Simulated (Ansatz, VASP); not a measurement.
**B in VASP and in Ansatz**

The input INCAR:

```
SYSTEM = B
PREC = Accurate
ENCUT = 520
EDIFF = 1E-7
ISMEAR = 0
SIGMA = 0.15
LREAL = .FALSE.
LASPH = .TRUE.
NELM = 100
ALGO = Normal
ISIF = 2
LWAVE = .FALSE.
LCHARG = .FALSE.
GGA = PS
NBANDS = 8
```

Contents of KPOINTS:

```
Automatic mesh
0
G
  33 33 14
  0 0 0
```

File POSCAR:

```
B
1.0
    1.7279700794      0.0000000000      0.0000000000
   -0.8639850397      1.4964659858      0.0000000000
    0.0000000000      0.0000000000      3.6354228500
B
1
Direct
    0.0000000000      0.0000000000      0.0000000000
```

Input for Ansatz:

```yaml
crystal:
  lattice:
    - [1.7279700794, 0.0, 0.0]
    - [-0.8639850397, 1.4964659858, 0.0]
    - [0.0, 0.0, 3.63542285]
  atoms:
    - { symbol: B, position: [0.0, 0.0, 0.0] }
basis:
  ecutwfc: 420
kpoints:
  mp_grid: { grid: [33, 33, 14] }
hamiltonian:
  xc: pbesol
scf:
  occupations: { method: gaussian, width: 0.15 }
output:
  forces: true
  stress: true
  eigenvalues: true
```

Change from the starting cell: strain +0.015 along x and y, +0.000 along z, atoms carried along.

Alike in both runs: task single point; functional PBEsol; k mesh 33 × 33 × 14; occupations gaussian, width 0.15 eV; no spin polarisation.

```csv
,VASP,Ansatz
version,VASP 6.6.1,Ansatz 0.2.0
potentials or method,"VASP PAW PBE potentials, release 64 (B)","scalar-relativistic, plane waves, PAW"
plane-wave cutoff (eV),520,420
valence electrons in the cell,3,3
```

```tsv
	VASP	Ansatz	Ansatz less VASP
gap on the k mesh at the Fermi level (eV)	none	none	-
pressure (GPa)	-6.2	-6.4	-0.16
largest component of the traceless stress (GPa)	5.70	5.95	+0.241
```

A gap of «none» marks a metal or a gap that the smearing closes.

Caveats: the PAW data sets were made with another functional, which shifts forces and pressure a little (VASP).
